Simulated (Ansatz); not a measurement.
# Structures of CaSe: which is lowest?

Plane-wave DFT in Ansatz with scalar-relativistic PAW potentials, cutoff 500 eV, Γ-centred meshes chosen by cell and gap, Gaussian smearing with energies taken to zero width. Every cell was relaxed (cell and atoms) in a run of its own, within the symmetry of its start. Functional: r2SCAN.

Relaxed structures (starts from databases or built by putting these elements on another compound's sites):
A. Fm-3m, 2 atoms in the computed cell, a = 5.935 Å; sites (symmetry × multiplicity) Ca m-3m × 4, Se m-3m × 4; start: database
B. P6_3/mmc, 4 atoms in the computed cell, a = 5.004 Å, c = 5.878 Å; sites (symmetry × multiplicity) Ca -6m2 × 2, Se -6m2 × 2; start: built

Problem. Rank them by energy. Could pressure change the order?

Solution.
| structure | group | E − E(lowest) (meV/atom) | V (Å³/atom) | gap on mesh (eV) |
| --- | --- | --- | --- | --- |
| A | Fm-3m | 0.0 | 26.13 | 2.52 |
| B | P6_3/mmc | 148 | 31.87 | 2.89 |

A is lowest, 148 meV/atom under B. The lowest is also the densest of these, so pressure wouldn't bring one of the others in at first order. Other structures may lie lower than all of these, and vibrations aren't counted.